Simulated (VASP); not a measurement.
A run of VASP 6.6.1:

Contents of INCAR:

```
PREC = Accurate
ENCUT = 520
EDIFF = 1E-6
ISMEAR = 0
SIGMA = 0.05
LREAL = False
LASPH = True
NELM = 100
ALGO = Fast
ISIF = 2
LWAVE = False
LCHARG = True
LDIPOL = True
IDIPOL = 3
DIPOL = 0.5 0.5 0.500
GGA = PS
LELF = True
LVHAR = True
LVACPOTAV = True
NBANDS = 40
```

KPOINTS

```
regular mesh
0
Gamma
  12 12 1
```

Contents of POSCAR:

```
Li5F6
1.0
    2.8340101058      0.0000000000      0.0000000000
   -1.4170050529      2.4543247462      0.0000000000
    0.0000000000      0.0000000000     26.5697978085
F Li
6 5
Direct
    0.3333333333      0.6666666667      0.2876955882
    0.0000000000      0.0000000000      0.3710689095
    0.6666666667      0.3333333333      0.4568348753
    0.3333333333      0.6666666667      0.5431650726
    0.0000000000      0.0000000000      0.6289310377
    0.6666666667      0.3333333333      0.7123046259
    0.6666666667      0.3333333333      0.3217443974
    0.3333333333      0.6666666667      0.4120654411
    0.0000000000      0.0000000000      0.4999999718
    0.6666666667      0.3333333333      0.5879346156
    0.3333333333      0.6666666667      0.6782554650
```

Potentials or basis: VASP PAW PBE potentials, release 64 (F, Li_sv).

Launch:

```sh
$ cat potpaw_PBE.64/F/POTCAR potpaw_PBE.64/Li_sv/POTCAR > POTCAR
$ mpirun -np 1 vasp_std > vasp.out
```

Hardware: 1 thread of Intel(R) Xeon(R) 6975P-C (Granite Rapids) (shared host).

Q: How long does it take, and how much memory?

A: Wall time 2.9 min on 1 thread of Intel(R) Xeon(R) 6975P-C (Granite Rapids), with other jobs on the host, peak memory 0.36 GiB. Counts: scf iterations 30, k points 19.
